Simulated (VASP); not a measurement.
# ZnS (F-43m) in VASP: further runs

Runs on ZnS. Level: PBE. Tasks: dielectric tensor.

Program: VASP 6.6.1. These are calculated values, not measurements. Logs are shortened: lines on timing, memory, paths and dates and some standing lists are left out, and cuts for length are marked.

**1. Starting point**

The structure is cubic, space group F-43m (No. 216). Conventional cell: a = 5.404 Å, b = 5.404 Å, c = 5.404 Å, α = 90.00°, β = 90.00°, γ = 90.00°. Zn (site symmetry -43m) has 4 S at 2.34 Å as nearest neighbours. S (site symmetry -43m) has 4 Zn at 2.34 Å as nearest neighbours.

**2. Dielectric tensor, PBE**

Input file INCAR:

```
PREC     = Accurate       # precision mode
ENCUT    = 350            # plane-wave cutoff, eV
EDIFF    = 1E-8           # SCF threshold, eV
ISMEAR   = 0              # smearing method
SIGMA    = 0.01           # smearing width, eV
LREAL    = F              # projectors in reciprocal space
LASPH    = T              # aspherical terms in the spheres
NELM     = 100            # most SCF steps
ALGO     = Normal         # electronic algorithm
ISIF     = 2              # what is computed and relaxed
LWAVE    = F              # write WAVECAR
LCHARG   = F              # write CHGCAR
GGA      = PE             # functional
LEPSILON = T              # dielectric tensor by DFPT
```

Input file KPOINTS:

```
regular mesh
0
Gamma
  7 7 7
```

Input file POSCAR:

```
ZnS
1.0
    0.0000000000      2.7020000000      2.7020000000
    2.7020000000      0.0000000000      2.7020000000
    2.7020000000      2.7020000000      0.0000000000
Zn S
1 1
Direct
    0.7500000000      0.7500000000      0.7500000000
    0.0000000000      0.0000000000      0.0000000000
```

Potentials or basis: VASP PAW PBE potentials, release 64 (Zn, S).

Launch:

```sh
> cat potpaw_PBE.64/Zn/POTCAR potpaw_PBE.64/S/POTCAR > POTCAR
> mpirun -np 1 vasp_std > vasp.out
```

OUTCAR:

```text
PREC = Accurate
   ENCUT = 350
   EDIFF = 1E-8
   ISMEAR = 0
   LREAL = F
   LASPH = T
   NELM = 100
   ISIF = 2
   GGA = PE
   LEPSILON = T

 Found     20 irreducible k-points:

 Following reciprocal coordinates:
            Coordinates               Weight
  0.000000  0.000000  0.000000      1.000000
  0.142857  0.000000  0.000000      8.000000
  0.285714  0.000000  0.000000      8.000000
  0.428571  0.000000  0.000000      8.000000
  0.142857  0.142857  0.000000      6.000000
  0.285714  0.142857  0.000000     24.000000
   k-points           NKPTS =     20   k-points in BZ     NKDIM =     20   number of bands    NBANDS=     13
   number of dos      NEDOS =    301   number of ions     NIONS =      2
   total plane-waves  NPLWV =  13824
   dimension x,y,z NGX =    24 NGY =   24 NGZ =   24
   dimension x,y,z NGXF=    48 NGYF=   48 NGZF=   48
   ions per type =               1   1
   NGX,Y,Z   is equivalent  to a cutoff of  10.44, 10.44, 10.44 a.u.
   NGXF,Y,Z  is equivalent  to a cutoff of  20.88, 20.88, 20.88 a.u.
 SYSTEM =  unknown system
   PREC   = accura    normal or accurate (medium, high low for compatibility)
   ISTART =      0    job   : 0-new  1-cont  2-samecut
   ICHARG =      2    charge: 1-file 2-atom 10-const
   ISPIN  =      1    spin polarized calculation?
   LNONCOLLINEAR =      F non collinear calculations
   LSORBIT =      F    spin-orbit coupling
   LASPH  =      T    aspherical Exc in radial PAW
   ENCUT  =  350.0 eV  25.72 Ry    5.07 a.u.   5.83  5.83  5.83*2*pi/ulx,y,z
   NELM   =    100;   NELMIN=  2; NELMDL= -5     # of ELM steps
   EDIFF  = 0.1E-07   stopping-criterion for ELM
   LREAL  =      F    real-space projection
   EDIFFG = 0.1E-06   stopping-criterion for IOM
   NSW    =      0    number of steps for IOM
   IBRION =     -1    ionic relax: 0-MD 1-quasi-New 2-CG
   NFREE  =      0    steps in history (QN), initial steepest desc. (CG)
   ISIF   =      2    stress and relaxation
   ISYM   =      2    0-nonsym 1-usesym 2-fastsym
   POTIM  = 0.5000    time-step for ionic-motion
   TEBEG  =    0.0;   TEEND  =   0.0 temperature during run
   PSTRESS=    0.0 pullay stress
   NELECT =      18.0000    total number of electrons
   NUPDOWN=      -1.0000    fix difference up-down
   EMIN   =  10.00;   EMAX   =-10.00  energy-range for DOS
   EFERMI =   0.00;   METHOD = LEGACY
   ISMEAR =     0;   SIGMA  =   0.01  broadening in eV -4-tet -1-fermi 0-gaus
   EFERMI_NEDOS =   21; number of points for ismear=-14 and -15
   IALGO  =     38    algorithm
   IMIX   =      4    mixing-type and parameters
     AMIX     =   0.40;   BMIX     =  1.00
     AMIX_MAG =   1.60;   BMIX_MAG =  1.00
  volume/ion in A,a.u.               =      19.73       133.12
  Fermi-wavevector in a.u.,A,eV,Ry     =   1.260290  2.381602 21.610537  1.588330
  Thomas-Fermi vector in A             =   2.393807
   LORBIT       =      0    0 simple, 1 ext, 2 COOP (PROOUT), +10 PAW based schemes
   GGA     = PE    functional components
   LHFCALC =     F    Hartree Fock is set to
   AEXX    =    0.0000 exact exchange contribution
   IVDW    =     0    specifies the selected vdW correction
   LEPSILON=     T    determine dielectric tensor
   LRPA    =     F    only Hartree local field effects (RPA)
 non-spin polarized calculation
 Gauss-broadening in eV      SIGMA  =   0.01
  energy-cutoff  :      350.00
  volume of cell :       39.45
 maximum number of plane-waves:       598
   NGX = 11   NGY = 11   NGZ = 11

--------------------------------------- Ionic step        1  -------------------------------------------

 number of electron      17.9999961 magnetization

 E-fermi :   2.2088     XC(G=0):  -9.6304

 val. band max:        2.1103117076   @ k =   0.0000   0.0000   0.0000
 cond. band min:       4.2203677508   @ k =   0.0000   0.0000   0.0000
 fundamental gap:      2.1100560433
 Fermi energy:         2.2088418447

 k-point     1 :       0.0000    0.0000    0.0000
  band No.  band energies     occupation
      1     -11.0334      2.00000
      2      -4.2170      2.00000
      3      -4.2170      2.00000
      4      -4.2170      2.00000
      5      -3.7170      2.00000
      6      -3.7170      2.00000
      7       2.1103      2.00000
      8       2.1103      2.00000
      9       2.1103      2.00000
     10       4.2204      0.00000
     11       8.5044      0.00000
     12       8.5044      0.00000
     13       8.5044      0.00000

 k-point     2 :       0.1429    0.0000    0.0000
  band No.  band energies     occupation
      1     -10.8823      2.00000
      2      -4.2145      2.00000
      3      -4.1902      2.00000
      4      -4.1902      2.00000
      5      -3.7189      2.00000
      6      -3.7189      2.00000
      7       0.7543      2.00000
      8       1.9224      2.00000
      9       1.9224      2.00000
     10       5.1761      0.00000
     11       8.4297      0.00000
     12       8.8212      0.00000
     13       8.8212      0.00000

 k-point     3 :       0.2857    0.0000    0.0000
  band No.  band energies     occupation
      1     -10.5076      2.00000
      2      -4.1372      2.00000
      3      -4.1372      2.00000
      4      -4.1327      2.00000
      5      -3.7120      2.00000
      6      -3.7120      2.00000
      7      -1.1921      2.00000
      8       1.5482      2.00000
      9       1.5482      2.00000
     10       5.5848      0.00000
     11       9.1617      0.00000
     12       9.1617      0.00000
     13       9.4207      0.00000

 k-point     4 :       0.4286    0.0000    0.0000
  band No.  band energies     occupation
      1     -10.1608      2.00000
      2      -4.1055      2.00000
      3      -4.1055      2.00000
      4      -3.7691      2.00000
      5      -3.6912      2.00000
      6      -3.6912      2.00000
      7      -2.7625      2.00000
      8       1.2809      2.00000
      9       1.2809      2.00000
     10       5.4452      0.00000
     11       9.0666      0.00000
     12       9.0666      0.00000
     13      10.7841      0.00000

 k-point     5 :       0.1429    0.1429    0.0000
  band No.  band energies     occupation
      1     -10.8319      2.00000
      2      -4.2422      2.00000
      3      -4.1662      2.00000
      4      -4.1662      2.00000
      5      -3.7380      2.00000
      6      -3.7028      2.00000
      7       0.8258      2.00000
      8       1.5936      2.00000
      9       1.5936      2.00000
     10       5.6364      0.00000
     11       7.6275      0.00000
     12       9.3116      0.00000
     13       9.3116      0.00000

 k-point     6 :       0.2857    0.1429    0.0000
  band No.  band energies     occupation
      1     -10.5299      2.00000
      2      -4.2220      2.00000
      3      -4.1073      2.00000
      4      -4.1029      2.00000
      5      -3.7423      2.00000
      6      -3.6899      2.00000
      7      -0.6310      2.00000
      8       1.1614      2.00000
      9       1.1930      2.00000
     10       6.3287      0.00000
     11       7.6454      0.00000
     12       9.5864      0.00000
     13       9.9314      0.00000

 [... further k-points ...]

  FORCE on cell =-STRESS in cart. coord.  units (eV):
  Direction    XX          YY          ZZ          XY          YZ          ZX
  --------------------------------------------------------------------------------------
  -------------------------------------------------------------------------------------
  Total        0.3803197      0.3803197      0.3803197      0.0000000      0.0000000      0.0000000
  in kB       15.4444838     15.4444838     15.4444838      0.0000000      0.0000000      0.0000000
  external PRESSURE =      15.4444838 kB  Pullay stress =       0.0000000 kB

 VOLUME and BASIS-vectors are now :
 -----------------------------------------------------------------------------
  energy-cutoff  :      350.00
  volume of cell :       39.45
      direct lattice vectors                 reciprocal lattice vectors
     0.000000000  2.702000000  2.702000000    -0.185048113  0.185048113  0.185048113
     2.702000000  0.000000000  2.702000000     0.185048113 -0.185048113  0.185048113
     2.702000000  2.702000000  0.000000000     0.185048113  0.185048113 -0.185048113

 POSITION                                       TOTAL-FORCE (eV/Angst)
 -----------------------------------------------------------------------------------
      4.05300      4.05300      4.05300         0.000000      0.000000      0.000000
      0.00000      0.00000      0.00000        -0.000000     -0.000000     -0.000000
 -----------------------------------------------------------------------------------
    total drift:                               -0.000001     -0.000001     -0.000002

  FREE ENERGIE OF THE ION-ELECTRON SYSTEM (eV)
  ---------------------------------------------------
  free  energy   TOTEN  =        -6.8446980255 eV

  energy  without entropy=       -6.8446980255  energy(sigma->0) =       -6.84469803

 HEAD OF MICROSCOPIC STATIC DIELECTRIC TENSOR (INDEPENDENT PARTICLE, excluding Hartree and local field effects)
 ------------------------------------------------------
           6.484535     0.000000     0.000000
           0.000000     6.484535     0.000000
           0.000000     0.000000     6.484535
 ------------------------------------------------------

 Free energy of the ion-electron system (eV)
  ---------------------------------------------------
  ---------------------------------------------------
  free energy    TOTEN  =        -0.60128166 eV

  energy without entropy =       -0.60128166

------------------------ aborting loop because EDIFF is reached ----------------------------------------

--------------------------------------- Ionic step        2  -------------------------------------------

------------------------ aborting loop because EDIFF is reached ----------------------------------------

--------------------------------------- Ionic step        3  -------------------------------------------

 Free energy of the ion-electron system (eV)
  ---------------------------------------------------
  ---------------------------------------------------
  free energy    TOTEN  =        -0.60128177 eV

  energy without entropy =       -0.60128177

------------------------ aborting loop because EDIFF is reached ----------------------------------------

 PIEZOELECTRIC TENSOR FIELD DIRECTION 3  (e Angst)
 -----------------------------------------------------------------------------
    -0.00081 -1.66610  0.00000           (  0.00000  0.02727  0.00000)
    -1.66610 -0.00081  0.00000           (  0.02727  0.00000  0.00000)
     0.00000  0.00000  0.00005           (  0.00000  0.00000 -0.00000)

 PIEZOELECTRIC TENSOR FIELD DIRECTION 3  (C/m^2)
 -----------------------------------------------------------------------------
    -0.00033 -0.67659  0.00000
    -0.67659 -0.00033  0.00000
     0.00000  0.00000  0.00002

 MACROSCOPIC STATIC DIELECTRIC TENSOR (including local field effects in DFT)
 ------------------------------------------------------
           6.103034     0.000000    -0.000000
           0.000000     6.103034    -0.000000
           0.000000     0.000000     6.103034
 ------------------------------------------------------

 PIEZOELECTRIC TENSOR (including local field effects)  for field in x, y, z        (e  Angst)
          XX          YY          ZZ          XY          YZ          ZX
  --------------------------------------------------------------------------------
  x     0.00000    -0.00000    -0.00000     0.00000    -1.68908    -0.00000
  y     0.00000     0.00000    -0.00000    -0.00000     0.00000    -1.68908
  z    -0.00000    -0.00000    -0.00000    -1.68908    -0.00000     0.00000

 PIEZOELECTRIC TENSOR (including local field effects)  for field in x, y, z        (C/m^2)
          XX          YY          ZZ          XY          YZ          ZX
  --------------------------------------------------------------------------------
  x     0.00000    -0.00000    -0.00000     0.00000    -0.68592    -0.00000
  y     0.00000     0.00000    -0.00000    -0.00000     0.00000    -0.68592
  z    -0.00000    -0.00000    -0.00000    -0.68592    -0.00000     0.00000

 BORN EFFECTIVE CHARGES (including local field effects) (in |e|, cummulative output)
 ---------------------------------------------------------------------------------
 ion    1
    1     2.02863    -0.00000    -0.00000
    2     0.00000     2.02863     0.00000
    3     0.00000     0.00000     2.02863
 ion    2
    1    -2.02863     0.00000     0.00000
    2    -0.00000    -2.02863     0.00000
    3    -0.00000    -0.00000    -2.02863
```

Wall time 81 s (1 thread of Intel Xeon Platinum 8488C (Sapphire Rapids), shared host); peak memory 0.18 GiB.

These settings aren't checked as converged: the numbers below hold their error.

Results:

| Item | Value |
| --- | --- |
| Band gap on the k mesh | 2.11 eV, direct |
| Electronic dielectric tensor (diagonal) | 6.10 |
| Born charges (mean of the diagonal) | Zn +2.03; S -2.03 e |

[end of part 1 of 3]
